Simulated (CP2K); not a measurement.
Runs of CP2K 2026.2 on Bi. It takes space group Im-3m (No. 229, cubic). Conventional cell: a = 3.963 Å, b = 3.963 Å, c = 3.963 Å, α = 90.00°, β = 90.00°, γ = 90.00°. Bi (site symmetry m-3m) has 8 Bi at 3.43 Å as nearest neighbours. This isn't the form of Bi at room conditions, which is rhombohedral.

| task | level | potentials or basis | cell | smearing | EPS_DEFAULT | NGRIDS | basis sets | potentials | CUTOFF of the grids | gap on the mesh (eV) | pressure (GPa) | V0 of scaled cells (Å³/atom) | B0 (GPa) |
| --- | --- | --- | --- | --- | --- | --- | --- | --- | --- | --- | --- | --- | --- |
| equation of state | LDA | GTH_POTENTIALS Bi GTH-PADE-q5; TZVP-MOLOPT-PBE-GTH basis | as given | fermi-dirac 0.01 eV | 1.0E-9 | 4 | Bi TZVP-MOLOPT-PBE-GTH-q5 | Bi GTH-PADE-q5 of GTH_POTENTIALS | 450 Ry | - | - | (a) | 65 |
| single point | PBEsol | POTENTIAL_UZH Bi GTH-PBE-q5; TZVP-MOLOPT-PBE-GTH basis | as given | fermi-dirac 0.05 eV | 1.0E-10 | 5 | Bi TZVP-MOLOPT-PBE-GTH-q5 | Bi GTH-PBE-q5 of POTENTIAL_UZH | 450 Ry | none | 0.4 | - | - |
| equation of state | PBEsol | POTENTIAL_UZH Bi GTH-PBE-q5; TZVP-MOLOPT-PBE-GTH basis | as given | fermi-dirac 0.05 eV | 1.0E-10 | 4 | Bi TZVP-MOLOPT-PBE-GTH-q5 | Bi GTH-PBE-q5 of POTENTIAL_UZH | 450 Ry | - | - | (b) | 55 |
| single point | PBEsol | POTENTIAL_UZH Bi GTH-PBE-q5; TZVP-MOLOPT-PBE-GTH basis | cell strained at random at fixed volume | fermi-dirac 0.05 eV | 1.0E-10 | 4 | Bi TZVP-MOLOPT-PBE-GTH-q5 | Bi GTH-PBE-q5 of POTENTIAL_UZH | 450 Ry | none | 0.4 | - | - |
| band structure | r2SCAN | POTENTIAL_UZH Bi GTH-SCAN-q5; TZVP-MOLOPT-SCAN-GTH basis | as given | fermi-dirac 0.01 eV | 1.0E-9 | 5 | Bi TZVP-MOLOPT-SCAN-GTH-q5 | Bi GTH-SCAN-q5 of POTENTIAL_UZH | 675 Ry | none | -1.6 | - | - |

Alike in all rows: no spin polarisation; k mesh 9 × 9 × 9.

Fill in the values left out.

(a) 29.53; (b) 31.33.

Caveats: spin-orbit coupling is left out, which moves the levels of the heavy elements; the basis of atomic orbitals isn't converged, which shifts pressures, moduli and gaps; the potentials were made for another functional, which shifts forces and pressure (some runs).

A k mesh can miss the band edges, and the runs leave out spin-orbit coupling on Bi.

A gap of «none» marks a metal or a gap under the smearing width.
